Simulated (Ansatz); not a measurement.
Runs of Ansatz 0.2.0 on Ge. It takes space group Cmmm (No. 65, orthorhombic). Conventional cell: a = 2.794 Å, b = 5.201 Å, c = 2.698 Å, α = 90.00°, β = 90.00°, γ = 90.00°. Around Ge (site symmetry mmm) lie 8 Ge at 2.70 to 2.95 Å. This isn't the form of Ge at room conditions, which is diamond.

| task | level | cell | k mesh | smearing | atoms under strain | gap on the mesh (eV) | pressure (GPa) | relaxed volume (Å³/atom) |
| --- | --- | --- | --- | --- | --- | --- | --- | --- |
| elastic constants | LDA | as given | 8 × 8 × 7 | fermi-dirac 0.05 eV | clamped | none | -5.7 | - |
| elastic constants | PBE | as given | 8 × 8 × 7 | fermi-dirac 0.05 eV | relaxed | none | (a) | - |
| relaxation of cell and atoms | BLYP+D4 | relaxed | 11 × 11 × 10 | fermi-dirac 0.05 eV | - | none | 0.0 | 19.59 |
| phonons | PBE | as given | 8 × 8 × 7 | fermi-dirac 0.05 eV | - | none | - | - |
| single point | PBE | as given | 11 × 11 × 10 | gaussian 0.029 eV | - | none | -0.6 | - |
| relaxation of cell and atoms | BLYP+D3(BJ) | relaxed | 11 × 11 × 10 | fermi-dirac 0.05 eV | - | none | 0.0 | 19.32 |
| single point | PBE | as given | 11 × 11 × 10 | gaussian 0.03 eV | - | none | -0.6 | - |

Alike in all rows: potentials or basis Ansatz PAW; no spin polarisation; cutoff (eV) 420.

Task: Fill in the values left out.

Result: (a) -0.7.

Caveats: the PAW data sets come from PBE, with cores solved anew for the run's functional, which leaves a small shift of forces and pressure (some runs); the elastic tensor has a negative eigenvalue, so either the cell is unstable as it stands or the mesh is too thin (some runs); the plane-wave basis is chosen anew once the cell has moved, so the energies of steps on either side of that aren't comparable (some runs); pairwise dispersion overbinds metals, which lowers pressure and volume (some runs); the cell is more than 3 GPa from zero pressure, which shifts response properties (some runs).

A k mesh can miss the band edges, and the runs leave out spin-orbit coupling on Ge.

A gap of «none» marks a metal or a gap under the smearing width.
